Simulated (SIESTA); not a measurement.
PtSe2 (Sudovikovite):

```
Pt Se
1.0
     3.72400    0.00000    0.00000
    -1.86200    3.22508    0.00000
     0.00000    0.00000    5.06200
Pt Se
1 2
Direct
  0.00000 0.00000 0.00000
  0.66667 0.33333 0.75000
  0.33333 0.66667 0.25000
```

Base run:

* Program: SIESTA 5.4.2
* Functional: PBE
* Potentials or basis: PseudoDojo 0.4 standard (PBE files)
* Basis: DZP (energy shift 0.003 Ry; two zetas on semicore shells)
* Grid cutoff: 800 Ry
* Energy shift: 0.003 Ry
* k mesh: 8 × 8 × 5
* Occupations: fermi-dirac, width 0.05 eV
* Spin: no spin polarisation

Its results: band gap on the k mesh none (metal or under the smearing width); pressure 11.8 GPa; largest force 1.193 eV/Å.

Question: The run is repeated on the same cell with these changes: functional from PBE to BLYP. What comes out?

Answer: Band gap on the k mesh none (metal or under the smearing width); pressure 18.6 GPa; largest force 1.529 eV/Å.

BLYP binds less tightly than PBE, so the same cell stands under more pressure.

Caveats: short orbitals over semicore shells can move pressures by several GPa; the basis of atomic orbitals isn't converged, which shifts pressures, moduli and gaps; forces of over 1 eV/Å show positions far from the minimum, so gaps and moduli don't describe the material at rest (some runs); the potentials were made for another functional, which shifts forces and pressure (some runs).

Not every run made on this cell is shown here.
